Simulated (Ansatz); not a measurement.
ZrC:

```xyz
2
Lattice="0.0000 2.3650 2.3650 2.3650 0.0000 2.3650 2.3650 2.3650 0.0000" Properties=species:S:1:pos:R:3 pbc="T T T"
Zr    2.3650    2.3650    2.3650
C     0.0000    0.0000    0.0000
```

* Program: Ansatz 0.2.0
* Task: relaxation of cell and atoms
* Functional: RPBE
* Dispersion: D3(BJ)
* Potentials or basis: all-electron LAPW, scalar-relativistic
* Basis error allowed: 0.001 eV/atom
* k mesh: 10 × 10 × 10
* Occupations: fermi-dirac, width 0.05 eV
* Spin: no spin polarisation

At the start: volume 13.23 Å³/atom.

Q: How do energy, volume and symmetry change on relaxing?

A: Over 5 steps the energy falls by 207.4 meV/atom and the volume is 11.45 Å³/atom (-13.5 %); space group Fm-3m (No. 225, to 0.05 Å).

Step by step:
```csv
step,energy change (eV),largest force (eV/Å),volume (Å³)
1,0.0000,0.0000,26.46
2,-0.4142,0.0000,22.77
3,-0.4148,0.0000,22.93
4,-0.4148,0.0000,22.90
5,-0.4148,0.0000,22.90
```

Final structure:
```
Zr C
1.0
     0.00000    2.25381    2.25381
     2.25381    0.00000    2.25381
     2.25381    2.25381    0.00000
Zr C
1 1
Direct
  0.50000 0.50000 0.50000
  0.00000 0.00000 0.00000
```

Caveat: the volume moved by -13 % from the deposited cell, more than functionals usually miss.
